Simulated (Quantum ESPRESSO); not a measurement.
Runs of Quantum ESPRESSO 7.5 on ZrSe2. Symmetry: P-3m1, No. 164, trigonal system. The conventional cell has a = 3.798 Å, b = 3.798 Å, c = 6.192 Å, α = 90.00°, β = 90.00°, γ = 120.00°. Zr (site symmetry -3m) is surrounded by 6 Se at 2.68 Å. Around Se (site symmetry 3m) lie 3 Zr at 2.68 Å. 

```csv
task,level,potentials or basis,cell,k mesh,form of the LDA correlation,most ionic steps,forc conv thr,etot conv thr,ion dynamics,mesh quality,gap on the mesh (eV),pressure (GPa),largest force (eV/Å)
band structure,LDA,PseudoDojo 0.4.1 SR LDA standard,as given,8 × 8 × 5,PW92,-,-,-,-,not flagged,0.33,(a),0.08
relaxation of cell and atoms,PBEsol,PseudoDojo 0.4.1 SR PBEsol standard,relaxed to 0.3 kbar,8 × 8 × 5,-,40,0.0004 Ry/bohr,1e-05 Ry,bfgs,not flagged,(b),0.0,-
relaxation of cell and atoms,rev-vdW-DF2,PseudoDojo 0.4.1 SR PBE standard,relaxed to 0.3 kbar,4 × 4 × 3,-,40,0.0004 Ry/bohr,1e-05 Ry,bfgs,coarse,0.32,0.0,-
band structure,PBEsol,PseudoDojo 0.4.1 SR PBEsol standard,as given,8 × 8 × 5,-,-,-,-,-,not flagged,0.35,-1.2,0.08
```

Alike in all rows: no spin polarisation; cutoff (eV) 1170; smearing fermi-dirac 0.05 eV.

Problem. Estimate the missing entries.

Solution. (a) -3.1; (b) 0.14.

Caveats: some runs use coarse meshes; an odd mesh through Γ misses points on the zone boundary, where band edges often lie (some runs); this functional lacks dispersion, which binds the layers, so the pressure and a relaxed spacing across them are unreliable (some runs); the potentials were made for another functional, which shifts forces and pressure (some runs).

A k mesh can miss the band edges, and the runs leave out spin-orbit coupling on Se, Zr.

Runs at the PBE level aren't shown here.
